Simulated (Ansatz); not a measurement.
Structure types of CdSe compared at -0.034 GPa

Structure types of CdSe are relaxed in primitive cells with their symmetry kept at -0.034 GPa, on PAW files; LAPW relaxes the small cells further and takes the PAW cell for the others (marked *). The enthalpy is E + pV at zero temperature, without zero-point motion. Only the types listed were tried, and differences under about 5 meV/atom are mesh noise. The real phase may be another.

All numbers are PBE results (scalar-relativistic) from Ansatz 0.2.0, with Fermi–Dirac smearing of 0.08 eV, no spin polarisation. Methods: LAPW: all electrons, basis error target 0.5 meV/atom; PAW: frozen-core files, cutoff 420 eV.

k meshes: rocksalt 12×12×12, CsCl 12×12×12, zincblende 11×11×11, wurtzite 8×8×5, NiAs 9×9×5.

Task: Which type is lowest in enthalpy, and by how much?

Result: zincblende, 1 meV/atom below wurtzite, which is within the noise of the k meshes. The whole table:

```csv
start type,ends as,"a, b, c (Å)",V (Å³/atom),"H − H(lowest), LAPW (meV/atom)","same, PAW"
rocksalt,"rocksalt, Fm-3m","5.739, 5.739, 5.739",23.62,148.2,148.6
CsCl,"CsCl, Pm-3m","3.558, 3.558, 3.558",22.52,604.1,604.6
zincblende,"zincblende, F-43m","6.198, 6.198, 6.198",29.76,0.0,0.0
wurtzite*,"wurtzite, P6_3mc","4.384, 4.384, 7.157",29.79,1.3,1.3
NiAs*,"NiAs, P6_3/mmc","4.064, 4.064, 6.702",23.96,173.6,174.0
```
